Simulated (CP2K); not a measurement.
# ZnS (F-43m) in CP2K: settings compared

One crystal, ZnS, is run at these levels: PBEsol, r2SCAN, TB-mBJ, LDA; tasks: band structure, single point, equation of state.

Everything below comes from runs of CP2K 2026.2. Logs are shortened: lines on timing, memory, paths and dates and some standing lists are left out, and cuts for length are marked.

**The experiment to reproduce.**

From “Electronic, vibrational, and thermodynamic properties of ZnS (zincblende and rocksalt structure)”, 2009, arxiv:0911.5022, for a bulk crystal of ZnS: band gap 3.85 eV (direct) at 19 K; bulk modulus 76.9 GPa.

The results are compared with them further down.

### Step 1. The structure

Symmetry: F-43m, No. 216, cubic system. Conventional cell: a = 5.404 Å, b = 5.404 Å, c = 5.404 Å, α = 90.00°, β = 90.00°, γ = 90.00°. Around Zn (site symmetry -43m) lie 4 S at 2.34 Å. S (site symmetry -43m) is surrounded by 4 Zn at 2.34 Å.

### Step 2. Band structure, PBEsol

zns_bands.inp

```
&GLOBAL
  PROJECT zns_bands
  RUN_TYPE ENERGY_FORCE
  PRINT_LEVEL LOW
&END GLOBAL
&FORCE_EVAL
  METHOD QS
  STRESS_TENSOR ANALYTICAL
  &DFT
    BASIS_SET_FILE_NAME BASIS_MOLOPT_UZH
    POTENTIAL_FILE_NAME POTENTIAL_UZH
    &MGRID
      CUTOFF 450
      REL_CUTOFF 60
      NGRIDS 5
    &END MGRID
    &QS
      METHOD GPW
      EPS_DEFAULT 1.0E-10
    &END QS
    &KPOINTS
      SCHEME MONKHORST-PACK 9 9 9
      GAMMA_CENTERED T
      SYMMETRY T
      SYMMETRY_BACKEND SPGLIB
    &END KPOINTS
    &SCF
      SCF_GUESS ATOMIC
      EPS_SCF 1.0E-6
      MAX_SCF 100
      ADDED_MOS 10
      CHOLESKY OFF
      EPS_EIGVAL 1.0E-7
      &DIAGONALIZATION ON
        ALGORITHM STANDARD
      &END DIAGONALIZATION
      &MIXING ON
        METHOD BROYDEN_MIXING
        ALPHA 0.4
        BETA 1.5
        NBUFFER 8
      &END MIXING
      &SMEAR ON
        METHOD FERMI_DIRAC
        ELECTRONIC_TEMPERATURE [K] 580.226
      &END SMEAR
    &END SCF
    &XC
      &XC_FUNCTIONAL
        &GGA_X_PBE_SOL
        &END GGA_X_PBE_SOL
        &GGA_C_PBE_SOL
        &END GGA_C_PBE_SOL
      &END XC_FUNCTIONAL
    &END XC
    &PRINT
      &KPOINTS ON
      &END KPOINTS
      &MULLIKEN ON
      &END MULLIKEN
      &MO ON
        ENERGIES T
        OCCUPATION_NUMBERS T
        &EACH
          QS_SCF 0
        &END EACH
        ADD_LAST NUMERIC
      &END MO
      &LOWDIN ON
      &END LOWDIN
      &HIRSHFELD ON
        SHAPE_FUNCTION DENSITY
      &END HIRSHFELD
      &BAND_STRUCTURE
        FILE_NAME bands.bs
        ADDED_MOS 2
        &KPOINT_SET
          UNITS B_VECTOR
          NPOINTS 6
          SPECIAL_POINT GAMMA 0.00000000 0.00000000 0.00000000
          SPECIAL_POINT X 0.50000000 0.00000000 0.50000000
          SPECIAL_POINT W 0.50000000 0.25000000 0.75000000
          SPECIAL_POINT K 0.37500000 0.37500000 0.75000000
          SPECIAL_POINT GAMMA 0.00000000 0.00000000 0.00000000
          SPECIAL_POINT L 0.50000000 0.50000000 0.50000000
          SPECIAL_POINT U 0.62500000 0.25000000 0.62500000
          SPECIAL_POINT W 0.50000000 0.25000000 0.75000000
          SPECIAL_POINT L 0.50000000 0.50000000 0.50000000
          SPECIAL_POINT K 0.37500000 0.37500000 0.75000000
        &END KPOINT_SET
        &KPOINT_SET
          UNITS B_VECTOR
          NPOINTS 6
          SPECIAL_POINT U 0.62500000 0.25000000 0.62500000
          SPECIAL_POINT X 0.50000000 0.00000000 0.50000000
        &END KPOINT_SET
      &END BAND_STRUCTURE
    &END PRINT
  &END DFT
  &SUBSYS
    &CELL
      A 3.8212050455 0.0000000000 0.0000000000
      B 1.9106025228 3.3092606425 0.0000000000
      C 1.9106025228 1.1030868808 3.1200008547
      PERIODIC XYZ
    &END CELL
    &COORD
      SCALED
      Zn  0.7500000000 0.7500000000 0.7500000000
      S   0.0000000000 0.0000000000 0.0000000000
    &END COORD
    &KIND Zn
      BASIS_SET TZVP-MOLOPT-PBE-GTH-q12
      POTENTIAL GTH-PBE-q12
    &END KIND
    &KIND S
      BASIS_SET TZVP-MOLOPT-PBE-GTH-q6
      POTENTIAL GTH-PBE-q6
    &END KIND
    &PRINT
      &ATOMIC_COORDINATES ON
      &END ATOMIC_COORDINATES
      &CELL ON
      &END CELL
      &SYMMETRY ON
      &END SYMMETRY
    &END PRINT
  &END SUBSYS
  &PRINT
    &FORCES ON
    &END FORCES
    &STRESS_TENSOR ON
    &END STRESS_TENSOR
  &END PRINT
&END FORCE_EVAL
```

Potentials or basis: POTENTIAL_UZH Zn GTH-PBE-q12, S GTH-PBE-q6; TZVP-MOLOPT-PBE-GTH basis.

Run with:

```console
$ OMP_NUM_THREADS=1 cp2k.psmp -i zns_bands.inp -o zns_bands.out
```

zns_bands.out:

```text

 CP2K| version string:                                       CP2K version 2026.2
 CP2K| Input file name                                             zns_bands.inp

 GLOBAL| Force Environment number                                              1
 GLOBAL| Basis set file name                                    BASIS_MOLOPT_UZH
 GLOBAL| Potential file name                                       POTENTIAL_UZH
 GLOBAL| MM Potential file name                                     MM_POTENTIAL
 GLOBAL| Coordinate file name                                      __STD_INPUT__
 GLOBAL| Method name                                                        CP2K
 GLOBAL| Project name                                                  zns_bands
 GLOBAL| Run type                                                   ENERGY_FORCE
 GLOBAL| FFT library                                                       FFTW3
[... 6 lines left out ...]
 GLOBAL| Total number of message passing processes                             1
 GLOBAL| Number of threads for this process                                    1
 GLOBAL| CPU model name           Intel(R) Xeon(R) Platinum 8259CL CPU @ 2.50GHz

 CELL| Volume [angstrom^3]:                                            39.453545
 CELL| Vector a [angstrom]:       3.821     0.000     0.000   |a| =     3.821205
 CELL| Vector b [angstrom]:       1.911     3.309     0.000   |b| =     3.821205
 CELL| Vector c [angstrom]:       1.911     1.103     3.120   |c| =     3.821205
 CELL| Angle (b,c), alpha [degree]:                                    60.000000
 CELL| Angle (a,c), beta  [degree]:                                    60.000000
 CELL| Angle (a,b), gamma [degree]:                                    60.000000
 CELL| Numerically orthorhombic:                                              NO
 CELL| Periodicity                                                           XYZ

 CELL_REF| Volume [angstrom^3]:                                        39.453545
 CELL_REF| Vector a [angstrom     3.821     0.000     0.000   |a| =     3.821205
 CELL_REF| Vector b [angstrom     1.911     3.309     0.000   |b| =     3.821205
 CELL_REF| Vector c [angstrom     1.911     1.103     3.120   |c| =     3.821205
 CELL_REF| Angle (b,c), alpha [degree]:                                60.000000
 CELL_REF| Angle (a,c), beta  [degree]:                                60.000000
 CELL_REF| Angle (a,b), gamma [degree]:                                60.000000
 CELL_REF| Numerically orthorhombic:                                          NO
 CELL_REF| Periodicity                                                       XYZ
[... 12 lines left out ...]
                             - Atoms:                                          2
                             - Shell sets:                                     2
                             - Shells:                                        17
                             - Primitive Cartesian functions:                 10
                             - Cartesian basis functions:                     58
                             - Spherical basis functions:                     51

  Maximum angular momentum of- Orbital basis functions:                        3
                             - Local part of the GTH pseudopotential:          0
                             - Non-local part of the GTH pseudopotential:      4

 MODULE QUICKSTEP: ATOMIC COORDINATES IN ANGSTROM

   Atom Kind Element         X             Y             Z       Z(eff)     Mass
      1    1 Zn   30      5.731808      3.309261      2.340001  12.0000  65.3800
      2    2 S    16      0.000000      0.000000      0.000000   6.0000  32.0650

 Crystal Symmetry Information
       International Symbol:                                               F-43m
       Point Group Symbol:                                                  -43m
       Schoenflies Symbol:                                                  Td^2
       Number of Symmetry Operations:                                         24

 SCF PARAMETERS         Density guess:                                    ATOMIC
                        --------------------------------------------------------
                        max_scf:                                             100
[... 7 lines left out ...]
                        --------------------------------------------------------
                        level_shift [a.u.]:                             0.000000
                        added MOs                                        10    0
                        --------------------------------------------------------
                        Mixing method:                            BROYDEN_MIXING
                                                charge density mixing in g-space
                        --------------------------------------------------------
                        Smear method:                                FERMI_DIRAC
                        Electronic temperature [K]:                        580.2
                        Electronic temperature [a.u.]:                  1.84E-03
[... 69 lines left out ...]
     3 Broy./Diag. 0.40E+00    6.8     0.05255177       -70.6346831828  1.54E-01
     4 Broy./Diag. 0.40E+00    6.7     0.02948624       -70.6312049206  3.48E-03
     5 Broy./Diag. 0.40E+00    6.8     0.00547242       -70.6894454797 -5.82E-02
     6 Broy./Diag. 0.40E+00    6.7     0.00164005       -70.6837455163  5.70E-03
     7 Broy./Diag. 0.40E+00    6.7     0.00099359       -70.6666512957  1.71E-02
     8 Broy./Diag. 0.40E+00    6.8     0.00050555       -70.6660745574  5.77E-04
     9 Broy./Diag. 0.40E+00    6.7     0.00010068       -70.6705711527 -4.50E-03
    10 Broy./Diag. 0.40E+00    6.8     0.00005987       -70.6709287431 -3.58E-04
    11 Broy./Diag. 0.40E+00    6.8     0.00000848       -70.6706065888  3.22E-04
    12 Broy./Diag. 0.40E+00    6.7     0.00000183       -70.6705832552  2.33E-05
    13 Broy./Diag. 0.40E+00    6.8     0.00000194       -70.6705787372  4.52E-06
    14 Broy./Diag. 0.40E+00    6.7     0.00000047       -70.6705763398  2.40E-06

  *** SCF run converged in    14 steps ***

  Electronic density on regular grids:        -17.9999999764        0.0000000236
  Core density on regular grids:               17.9999999982       -0.0000000018
  Total charge density on r-space grids:        0.0000000218
  Total charge density g-space grids:           0.0000000218

  Overlap energy of the core charge distribution:               0.00000000136858
  Self energy of the core charge distribution:               -103.95351618674722
  Core Hamiltonian energy:                                     30.82252331983712
  Hartree energy:                                              13.55541608491028
  Exchange-correlation energy:                                -11.09499955912636
  Electronic entropic energy:                                  -0.00000000000263
  Fermi energy:                                                 0.15390102970430

  Total energy:                                               -70.67057633976023
  Total energy (extrapolated to T->0):                        -70.67057633975892

 MO| EIGENVALUES AND OCCUPATION NUMBERS FOR K POINT 1
 MO|
 MO|  Index      Eigenvalue [a.u.]        Eigenvalue [eV]             Occupation
 MO|      1              -0.334144              -9.092507               2.000000
 MO|      2              -0.113055              -3.076382               2.000000
 MO|      3              -0.113055              -3.076381               2.000000
 MO|      4              -0.098892              -2.690982               2.000000
 MO|      5              -0.097469              -2.652261               2.000000
 MO|      6              -0.097469              -2.652260               2.000000
[... 348 lines left out ...]
 MO|     18               0.812375              22.105858               0.000000
 MO|     19               0.847473              23.060918               0.000000
 MO| Sum:                                                              18.000000
 MO| E(Fermi):            0.153901 a.u.          4.187860 eV
 MO| Band gap:            0.246778 a.u.          6.715181 eV

 [... the levels of further k-points ...]

 !-----------------------------------------------------------------------------!
                     Mulliken Population Analysis

 #  Atom  Element  Kind  Atomic population                           Net charge
       1     Zn       1         11.706366                              0.293634
       2     S        2          6.293634                             -0.293634
 # Total charge                             18.000000                 -0.000000

 !-----------------------------------------------------------------------------!

 !-----------------------------------------------------------------------------!
                           Hirshfeld Charges

  #Atom  Element  Kind  Ref Charge     Population                    Net charge
      1       Zn     1      12.000         11.781                         0.219
      2       S      2       6.000          6.219                        -0.219

  Total Charge                                                           -0.000
 !-----------------------------------------------------------------------------!

 LOWDIN POPULATION ANALYSIS

 #  Atom  Element  Kind  Atomic population                           Net charge
       1     Zn       1         13.361427                             -1.361427
       2     S        2          4.638573                              1.361427
 # Total charge                             18.000000                 -0.000000

 KPOINTS| Band Structure Calculation
 KPOINTS| Number of k-point sets                                               2
 KPOINTS| Number of added MOs/bands                                            2
 KPOINTS| Number of k-points in set    1                                      55
 KPOINTS| In units of b-vector [2pi/Bohr]
 KPOINTS| Special point     1       GAMMA     0.000000     0.000000     0.000000
 KPOINTS| Special point     2           X     0.500000     0.000000     0.500000
 KPOINTS| Special point     3           W     0.500000     0.250000     0.750000
 KPOINTS| Special point     4           K     0.375000     0.375000     0.750000
 KPOINTS| Special point     5       GAMMA     0.000000     0.000000     0.000000
 KPOINTS| Special point     6           L     0.500000     0.500000     0.500000
 KPOINTS| Special point     7           U     0.625000     0.250000     0.625000
 KPOINTS| Special point     8           W     0.500000     0.250000     0.750000
 KPOINTS| Special point     9           L     0.500000     0.500000     0.500000
 KPOINTS| Special point    10           K     0.375000     0.375000     0.750000
 KPOINTS| Number of k-points in set    2                                       7
 KPOINTS| In units of b-vector [2pi/Bohr]
 KPOINTS| Special point     1           U     0.625000     0.250000     0.625000
 KPOINTS| Special point     2           X     0.500000     0.000000     0.500000

 ENERGY| Total FORCE_EVAL ( QS ) energy [hartree]            -70.670574575003599

 FORCES| Atomic forces [hartree/bohr]
 FORCES|   Atom     x               y               z               |f|
 FORCES|      1 -1.31793488E-06 -7.59736488E-07 -5.35385166E-07   1.61269624E-06
 FORCES|      2  1.39235282E-06  8.02715599E-07  5.65805418E-07   1.70385870E-06
 FORCES| Sum     7.44179406E-08  4.29791114E-08  3.04202519E-08
 FORCES| Total atomic force                                       9.11626329E-08

 STRESS| Analytical stress tensor [bar]
 STRESS|                        x                   y                   z
 STRESS|      x       -1.29506056761E+04  -2.18102319077E+01  -1.54138408137E+01
 STRESS|      y       -2.18102319077E+01  -1.29253730924E+04  -8.94616780722E+00
 STRESS|      z       -1.54138408137E+01  -8.94616780722E+00  -1.29190704853E+04
 STRESS| 1/3 Trace                                            -1.29316830846E+04
 STRESS| Determinant                                          -2.16253117938E+12

 STRESS| Eigenvectors and eigenvalues of the analytical stress tensor [bar]
 STRESS|                        1                   2                   3
 STRESS| Eigenvalues  -1.29694857918E+04  -1.29128284481E+04  -1.29127350138E+04
 STRESS|      x           0.816564339343     -0.571629246713      0.080390820465
 STRESS|      y           0.471318244636      0.579806821190     -0.664592478422
 STRESS|      z           0.333289351745      0.580572178462      0.742868867035
```

Wall time 1.9 min (1 thread of Intel Xeon Platinum 8259CL at 2.50GHz (Skylake/Cascade Lake), shared host); peak memory 0.4 GiB.

What came out:

```
Free energy             : -1923.0441 eV
Pressure                : -1.3 GPa
Band gap on the k mesh  : 1.90 eV, direct
Band gap along the path : 1.90 eV, direct
Mulliken charges        : Zn +0.29; S -0.29 e
Hirshfeld charges       : Zn +0.22; S -0.22 e
```

Levels at the corners of the path, in eV from the valence-band top:
```tsv
point	band 7	band 8	band 9	band 10	band 11	band 12
Γ	0.00	0.00	0.00	1.90	6.25	6.25
X	-4.65	-2.28	-2.28	3.22	3.98	10.88
W	-4.70	-2.85	-2.79	5.57	5.98	7.76
K	-4.73	-3.20	-1.86	3.98	5.89	9.36
Γ	0.00	0.00	0.00	1.90	6.25	6.25
L	-5.42	-0.90	-0.90	3.12	6.89	6.89
U	-4.73	-3.20	-1.86	3.98	5.89	9.36
W	-4.70	-2.85	-2.79	5.57	5.98	7.76
L	-5.42	-0.90	-0.90	3.12	6.89	6.89
K	-4.73	-3.20	-1.86	3.98	5.89	9.36
U	-4.73	-3.20	-1.86	3.98	5.89	9.36
X	-4.65	-2.28	-2.28	3.22	3.98	10.88
```

Caveat: Mulliken charges move with the basis; the potentials were made for another functional, which shifts forces and pressure; the basis of atomic orbitals isn't converged, which shifts pressures, moduli and gaps.

### Step 3. Band structure, r2SCAN

Edit zns_bands.inp of step 2 so:

```diff
@@ -12,5 +12,5 @@
     &MGRID
-      CUTOFF 450
+      CUTOFF 675
       REL_CUTOFF 60
-      NGRIDS 5
+      NGRIDS 4
     &END MGRID
@@ -18,3 +18,3 @@
       METHOD GPW
-      EPS_DEFAULT 1.0E-10
+      EPS_DEFAULT 1.0E-9
     &END QS
@@ -44,3 +44,3 @@
         METHOD FERMI_DIRAC
-        ELECTRONIC_TEMPERATURE [K] 580.226
+        ELECTRONIC_TEMPERATURE [K] 1160.452
       &END SMEAR
@@ -49,6 +49,6 @@
       &XC_FUNCTIONAL
-        &GGA_X_PBE_SOL
-        &END GGA_X_PBE_SOL
-        &GGA_C_PBE_SOL
-        &END GGA_C_PBE_SOL
+        &MGGA_X_R2SCAN
+        &END MGGA_X_R2SCAN
+        &MGGA_C_R2SCAN
+        &END MGGA_C_R2SCAN
       &END XC_FUNCTIONAL
@@ -75,6 +75,6 @@
         FILE_NAME bands.bs
-        ADDED_MOS 2
+        ADDED_MOS 4
         &KPOINT_SET
           UNITS B_VECTOR
-          NPOINTS 6
+          NPOINTS 8
           SPECIAL_POINT GAMMA 0.00000000 0.00000000 0.00000000
@@ -92,3 +92,3 @@
           UNITS B_VECTOR
-          NPOINTS 6
+          NPOINTS 8
           SPECIAL_POINT U 0.62500000 0.25000000 0.62500000
@@ -107,4 +107,3 @@
     &COORD
-      SCALED
-      Zn  0.7500000000 0.7500000000 0.7500000000
+      Zn  5.7318075683 3.3092606425 2.3400006410
       S   0.0000000000 0.0000000000 0.0000000000
@@ -112,8 +111,8 @@
     &KIND Zn
-      BASIS_SET TZVP-MOLOPT-PBE-GTH-q12
-      POTENTIAL GTH-PBE-q12
+      BASIS_SET TZVP-MOLOPT-SCAN-GTH-q12
+      POTENTIAL GTH-SCAN-q12
     &END KIND
     &KIND S
-      BASIS_SET TZVP-MOLOPT-PBE-GTH-q6
-      POTENTIAL GTH-PBE-q6
+      BASIS_SET TZVP-MOLOPT-SCAN-GTH-q6
+      POTENTIAL GTH-SCAN-q6
     &END KIND
@@ -124,4 +123,2 @@
       &END CELL
-      &SYMMETRY ON
-      &END SYMMETRY
     &END PRINT
```

Potentials or basis: POTENTIAL_UZH Zn GTH-SCAN-q12, S GTH-SCAN-q6; TZVP-MOLOPT-SCAN-GTH basis.

Run with:

```console
$ OMP_NUM_THREADS=1 cp2k.psmp -i zns_bands.inp -o zns_bands.out
```

It took 3.4 min on 1 thread of Intel Xeon Platinum 8259CL at 2.50GHz (Skylake/Cascade Lake), shared host; peak memory 0.41 GiB.

It converged, with:

```
Free energy             : -1915.7248 eV
Pressure                : -0.9 GPa
Band gap on the k mesh  : 2.50 eV, direct
Band gap along the path : 2.50 eV, direct
Mulliken charges        : Zn +0.51; S -0.51 e
Hirshfeld charges       : Zn +0.26; S -0.26 e
```

Levels at the corners of the path, in eV from the valence-band top:
```tsv
point	band 7	band 8	band 9	band 10	band 11	band 12
Γ	0.00	0.00	0.00	2.50	6.85	6.85
X	-4.59	-2.33	-2.33	3.75	4.46	11.67
W	-4.69	-2.86	-2.78	6.10	6.49	8.47
K	-4.72	-3.20	-1.89	4.51	6.40	10.04
Γ	0.00	0.00	0.00	2.50	6.85	6.85
L	-5.44	-0.91	-0.91	3.70	7.44	7.44
U	-4.72	-3.20	-1.89	4.51	6.40	10.04
W	-4.69	-2.86	-2.78	6.10	6.49	8.47
L	-5.44	-0.91	-0.91	3.70	7.44	7.44
K	-4.72	-3.20	-1.89	4.51	6.40	10.04
U	-4.72	-3.20	-1.89	4.51	6.40	10.04
X	-4.59	-2.33	-2.33	3.75	4.46	11.67
```

Caveat: Mulliken charges move with the basis; the basis of atomic orbitals isn't converged, which shifts pressures, moduli and gaps.

(Part 1 of 2 ends here.)
